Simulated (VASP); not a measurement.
VASP 6.6.1 run: SiC

INCAR

```
LASPH = .TRUE.
NELM = 120
LCHARG = .FALSE.
ENCUT = 520
EDIFF = 1E-7
ALGO = Conjugate
LREAL = .FALSE.
NSW = 0
NBANDS = 11
ISMEAR = -1
LWAVE = .FALSE.
IBRION = -1
PREC = Accurate
ISIF = 2
GGA = PE
SIGMA = 0.02
```

KPOINTS

```
KPOINTS created by Atomic Simulation Environment
0
Gamma
10 10 10
0 0 0
```

POSCAR

```
Si C
 1.0000000000000000
     2.6201228653549338    0.0000000000000000   -0.0000000000000000
     0.0000000000000000    2.6201228653549338    0.0000000000000000
    -0.0000000000000000    0.0000000000000000    2.6201228653549338
 Si  C
   1   1
Cartesian
  0.0000000000000000 -0.0000000000000000 -0.0000000000000000
  1.3100614326774669  1.3100614326774669  1.3100614326774669
```

The recommended PBE PAW datasets give the neutral cell 8 valence electrons.

Command

```
mpirun -np 1 vasp_std
```

OSZICAR

```
N       E                     dE             d eps       ncg     rms           ort
DAV:   1     0.496896178376E+01    0.49690E+01   -0.48633E+03   616   0.721E+02
DAV:   2    -0.109329475162E+02   -0.15902E+02   -0.15098E+02   616   0.103E+02
DAV:   3    -0.113986843325E+02   -0.46574E+00   -0.45881E+00   616   0.132E+01
DAV:   4    -0.113997683561E+02   -0.10840E-02   -0.10839E-02   616   0.781E-01
DAV:   5    -0.113997705123E+02   -0.21562E-05   -0.21553E-05   616   0.334E-02
SDA:   6    -0.991712458799E+01    0.14826E+01   -0.21553E-05   616   0.382E+01   0.000E+00
CGA:   7    -0.108135961851E+02   -0.89647E+00   -0.86170E+00   616   0.237E+00   0.825E+00
CGA:   8    -0.108897014401E+02   -0.76105E-01   -0.72394E-01   616   0.131E-01   0.383E-01
CGA:   9    -0.108954837787E+02   -0.57823E-02   -0.63761E-02   616   0.611E-02  -0.294E-02
CGA:  10    -0.108968247419E+02   -0.13410E-02   -0.13415E-02   616   0.150E-02  -0.991E-05
CGA:  11    -0.108971336014E+02   -0.30886E-03   -0.30975E-03   616   0.365E-03   0.202E-04
CGA:  12    -0.108972565913E+02   -0.12299E-03   -0.12156E-03   616   0.189E-03   0.142E-04
CGA:  13    -0.108973067393E+02   -0.50148E-04   -0.50117E-04   616   0.336E-04   0.217E-05
CGA:  14    -0.108973153364E+02   -0.85970E-05   -0.86188E-05   616   0.107E-04  -0.198E-05
CGA:  15    -0.108973192436E+02   -0.39073E-05   -0.42320E-05   616   0.465E-05  -0.183E-05
CGA:  16    -0.108973200773E+02   -0.83362E-06   -0.83790E-06   616   0.121E-05   0.829E-07
CGA:  17    -0.108973203175E+02   -0.24022E-06   -0.25259E-06   616   0.553E-06   0.249E-06
SDA:  18    -0.108973204601E+02   -0.14257E-06   -0.14861E-06   616   0.226E-06   0.164E-06
SDA:  19    -0.108973205377E+02   -0.77679E-07   -0.10974E-06   616   0.129E-06  -0.134E-06
   1 F= -.10897321E+02 E0= -.10896005E+02  d E =-.263204E-02
```

From OUTCAR

```
k-points           NKPTS =     56   k-points in BZ     NKDIM =     56   number of bands    NBANDS=     11

   NELECT =       8.0000    total number of electrons

   dimension x,y,z NGX =    20 NGY =   20 NGZ =   20
   dimension x,y,z NGXF=    40 NGYF=   40 NGZF=   40

  energy-cutoff  :      520.00
  volume of cell :       17.99
      direct lattice vectors                 reciprocal lattice vectors
     2.620122865  0.000000000  0.000000000     0.381661491  0.000000000  0.000000000
     0.000000000  2.620122865  0.000000000     0.000000000  0.381661491  0.000000000
     0.000000000  0.000000000  2.620122865     0.000000000  0.000000000  0.381661491

 k-points in reciprocal lattice and weights: KPOINTS created by Atomic Simulation Env
   0.00000000  0.00000000  0.00000000       0.001
   0.10000000  0.00000000  0.00000000       0.006
   0.20000000  0.00000000  0.00000000       0.006
   0.30000000  0.00000000  0.00000000       0.006
   0.40000000  0.00000000  0.00000000       0.006
   0.50000000  0.00000000  0.00000000       0.003
   0.10000000  0.10000000  0.00000000       0.012
   0.20000000  0.10000000  0.00000000       0.024
   ...

 E-fermi :  11.4675

 k-point     1 :       0.0000    0.0000    0.0000
  band No.  band energies     occupation
      1      -6.2598      2.00000
      2      10.3980      2.00000
      3      10.3980      2.00000
      4      10.3980      2.00000
      5      13.3225      0.00000
      6      16.4532      0.00000
      7      16.4532      0.00000
      8      24.5951      0.00000
      9      24.5951      0.00000
     10      24.5951      0.00000
     11      31.9116      0.00000

 k-point     2 :       0.1000    0.0000    0.0000
  band No.  band energies     occupation
      1      -6.0639      2.00000
      2       8.6906      2.00000
      3      10.5390      2.00000
      4      10.5390      2.00000
      5      13.8956      0.00000
      6      16.6499      0.00000
      7      17.7478      0.00000
      8      24.0880      0.00000
      9      24.0880      0.00000
     10      24.4673      0.00000
     11      31.6093      0.00000

 k-point     3 :       0.2000    0.0000    0.0000
  band No.  band energies     occupation
      1      -5.4792      2.00000
      2       5.9439      2.00000
      3      10.9434      2.00000
      4      10.9434      2.00000
      5      14.5256      0.00000
      6      17.2297      0.00000
      7      19.6818      0.00000
      8      22.7649      0.00000
      9      22.7649      0.00000
     10      24.8776      0.00000
     11      31.1157      0.00000

 k-point     4 :       0.3000    0.0000    0.0000
  band No.  band energies     occupation
      1      -4.5165      2.00000
      2       3.2787      2.00000
      3      11.5394      0.05361
      4      11.5394      0.05361
      5      15.2637      0.00000
      6      18.1477      0.00000
      7      19.7809      0.00000
      8      21.1439      0.00000
      9      21.1439      0.00000
     10      27.2923      0.00000
     11      28.0741      0.00000

 k-point     5 :       0.4000    0.0000    0.0000
  band No.  band energies     occupation
      1      -3.2173      2.00000
      2       0.9243      2.00000
      3      12.1487      0.00000
      4      12.1487      0.00000
      5      16.1464      0.00000
      6      18.8522      0.00000
      7      19.2395      0.00000
      8      19.7922      0.00000
      9      19.7922      0.00000
     10      25.7040      0.00000
     11      30.4408      0.00000

 ...

  Total        0.5220954      0.5220954      0.5220954      0.0000000     -0.0000000      0.0000000
  in kB       46.5045491     46.5045491     46.5045491      0.0000000     -0.0000000      0.0000000
  external PRESSURE =      46.5045491 kB  Pullay stress =       0.0000000 kB

 POSITION                                       TOTAL-FORCE (eV/Angst)
 -----------------------------------------------------------------------------------
      0.00000      0.00000      0.00000         0.000000      0.000000      0.000000
      1.31006      1.31006      1.31006         0.000000      0.000000      0.000000
 -----------------------------------------------------------------------------------
    total drift:                                0.000000      0.000000      0.000000

  FREE ENERGIE OF THE ION-ELECTRON SYSTEM (eV)
  ---------------------------------------------------
  free  energy   TOTEN  =       -10.8973205377 eV

  energy  without entropy=      -10.8946884990  energy(sigma->0) =      -10.89600452
```

It converged. Results: gap between bands v and c on the k mesh -3.58 eV (bands overlap: a metal); least direct gap on the k mesh 0.08 eV; pressure 4.7 GPa. Band v is the last that the valence electrons fill when counted band by band, and c is the next.

For comparison, a separate PBE run of the intended cell, on usual settings and not on those above, gives a gap of -3.58 eV on its mesh and a pressure of 4.7 GPa.

The run above took about 5.2 s on one core of a shared host (Intel Xeon 6975P-C) and held 0.13 GiB at most.
